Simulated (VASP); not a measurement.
A run of VASP 6.6.1 is set up as follows.

File INCAR:

```
SYSTEM = B
PREC = Accurate ; ENCUT = 400
EDIFF = 1E-6 ; ISMEAR = -5
SIGMA = 0.05 ; LREAL = .False.
LASPH = .True. ; NELM = 60
ALGO = Normal ; ISIF = 2
LWAVE = .False. ; LCHARG = .True.
METAGGA = SCAN ; LMIXTAU = .True.
IVDW = 13 ; LELF = .True.
AMIX = 0.05
```

Contents of KPOINTS:

```
Automatic mesh
0
Gamma
  14 14 14
  0 0 0
```

The input POSCAR:

```
B
1.0
    1.8335633587      0.0000000000      0.0000000000
    0.0000000000      1.8335633587      0.0000000000
    0.0000000000      0.0000000000      1.8335633587
B
1
Direct
    0.5000000000      0.5000000000      0.5000000000
```

Potentials or basis: VASP PAW PBE potentials, release 64 (B_s).

The run is started by

```sh
$ cat potpaw_PBE.64/B_s/POTCAR > POTCAR
$ mpirun -np 1 vasp_std > vasp.out
```

What does it give for the dispersion energy per atom?

-0.084 eV.

Predict the band gap on the k mesh.

none (metal or under the smearing width).
